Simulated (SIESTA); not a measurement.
Pd:

```
Pd
1.0
     0.00000    1.94650    1.94650
     1.94650    0.00000    1.94650
     1.94650    1.94650    0.00000
Pd
1
Direct
  0.00000 0.00000 0.00000
```

| Quantity | Value |
| --- | --- |
| Program | SIESTA 5.4.2 |
| Task | relaxation of cell and atoms |
| Functional | PBE |
| Potentials or basis | PseudoDojo 0.4 standard (PBE files) |
| Basis | SZ (energy shift 0.003 Ry) |
| Grid cutoff | 800 Ry |
| Energy shift | 0.003 Ry |
| k mesh | 12 × 12 × 12 |
| Occupations | fermi-dirac, width 0.05 eV |
| Spin | no spin polarisation |

At the start: pressure 13.7 GPa; volume 14.75 Å³/atom.

Problem. How do energy, volume and symmetry change on relaxing?

Solution. Over 4 steps the energy falls by 40.4 meV/atom and the volume is 15.82 Å³/atom (+7.3 %); space group Fm-3m (No. 225, to 0.05 Å).

The path:
| step | energy change (eV) | largest force (eV/Å) | pressure (GPa) | volume (Å³) |
| --- | --- | --- | --- | --- |
| 1 | 0.0000 | 0.0000 | 13.66 | 14.75 |
| 2 | -0.0388 | 0.0000 | 2.84 | 15.57 |
| 3 | -0.0405 | 0.0000 | 0.21 | 15.80 |
| 4 | -0.0404 | 0.0000 | 0.01 | 15.82 |

Final structure:
```
Pd
1.0
     0.00006    1.99263    1.99263
     1.99263    0.00006    1.99263
     1.99263    1.99263    0.00006
Pd
1
Direct
  0.00000 0.00000 0.00000
```

Caveat: the basis has no polarisation orbitals; the basis of atomic orbitals isn't converged, which shifts pressures, moduli and gaps.
